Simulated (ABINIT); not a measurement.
InSe:

```xyz
4
Lattice="2.0000 1.1547 8.4400 -2.0000 1.1547 8.4400 0.0000 -2.3094 8.4400" Properties=species:S:1:pos:R:3 pbc="T T T"
In    0.0000    0.0000   22.4994
In    0.0000    0.0000    0.0000
Se    0.0000    0.0000    4.3525
Se    0.0000    0.0000    9.7102
```

Program: ABINIT 10.8.3 (patched build). Alike in all runs: task single point; no spin polarisation; cell as given; k mesh 3 × 3 × 3; smearing fermi-dirac 0.05 eV; the mesh is coarse, so values aren't converged. Hardware: 1 thread of Intel(R) Xeon(R) 6975P-C (Granite Rapids), with other jobs on the host.

Problem. Order these runs on this cell by their wall time, lowest first.
A. level PBEsol; potentials or basis JTH PAW PBE v2.0; cutoff (eV) 599; fine-grid cutoff 1197.3 eV
B. level LDA; potentials or basis JTH PAW LDA v2.0; cutoff (eV) 463; fine-grid cutoff 925.187 eV
C. level r2SCAN; potentials or basis JTH PAW PBE v2.0; cutoff (eV) 707; fine-grid cutoff 1306.15 eV

Solution. B (35 s), A (71 s), C (270 s).

Caveats: all runs use coarse meshes.

Runs at the PBE level aren't shown here.
